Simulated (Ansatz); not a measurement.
H interstitial in CdTe

Method: DFT PBE, scalar-relativistic, plane waves, PAW (Ansatz 0.2.0). Settings: 420 eV cutoff, 2×2×2 k-mesh, shifted by half a step, Gaussian smearing of 0.01 eV, collinear spin in charge 0 alone.

Host crystal, relaxed:

```cif
data_structure
_symmetry_space_group_name_H-M 'P 1'
_symmetry_Int_Tables_number 1
_cell_length_a 4.6805
_cell_length_b 4.6805
_cell_length_c 4.6805
_cell_angle_alpha 60.000
_cell_angle_beta 60.000
_cell_angle_gamma 60.000
_cell_volume 72.51
loop_
_atom_site_label
_atom_site_type_symbol
_atom_site_fract_x
_atom_site_fract_y
_atom_site_fract_z
_atom_site_occupancy
Cd1 Cd 0.00000 0.00000 0.00000 1
Te1 Te 0.25000 0.25000 0.25000 1
```

Supercell of 32 atoms, rows in host cell vectors: 3 -1 -1; -1 3 -1; -1 -1 3. Atoms relax at the host's cell, keeping the symmetry that the supercell leaves at the site. The cell is small, so energies carry finite-size errors of tenths of an eV. The host's Kohn–Sham gap is 0.58 eV. Atoms are taken from and returned to the elements' standard states. Charged cells are corrected for image charges with the computed static dielectric tensor (mean 12.6) and aligned with the host's potential at far atoms (alignment terms reach 0.08 eV; the program doubts the alignment in some charges, where it is up to 0.08 eV). No band-filling term is added, and the Fermi level counts from the host's valence band top.

Spin-orbit coupling is left out, which matters for the bands and energies of heavy elements.

Defect: H interstitial set at (0.750, 0.750, 0.750) of the host cell. In charge -1 some atom moved by up to 0.5 Å, so the relaxed defect can differ in kind from the start. Before relaxation its nearest neighbours are 4 Cd at 2.87 Å, 6 Te at 3.31 Å.

| charge | E_f at the valence band top (eV) | over the neutral state (eV) | moment (μB) | largest move (Å) | atoms near the site |
| --- | --- | --- | --- | --- | --- |
| +1 | 2.71 | 0.57 | 0.00 | 0.13 | 4 Cd at 2.73 Å, 6 Te at 3.36 Å |
| 0 | 2.14 | 0.00 | 1.00 | 0.06 | 4 Cd at 2.81 Å, 6 Te at 3.34 Å |
| -1 | 2.54 | 0.40 | 0.00 | 0.51 | 4 Cd at 2.36 Å |

Among the charges computed the stable one is 0 at the valence band top, changing to -1 at 0.40 eV. In charge +1 the extra carrier would gain by moving to a band edge of the host, so it isn't bound in the gap. In charge +1 the cell has partly filled bands: a level of the defect may be part filled, the carrier may sit in the host's bands, or levels may cross between the k points, so transitions that involve it are doubtful. Other sites of the defect weren't tried.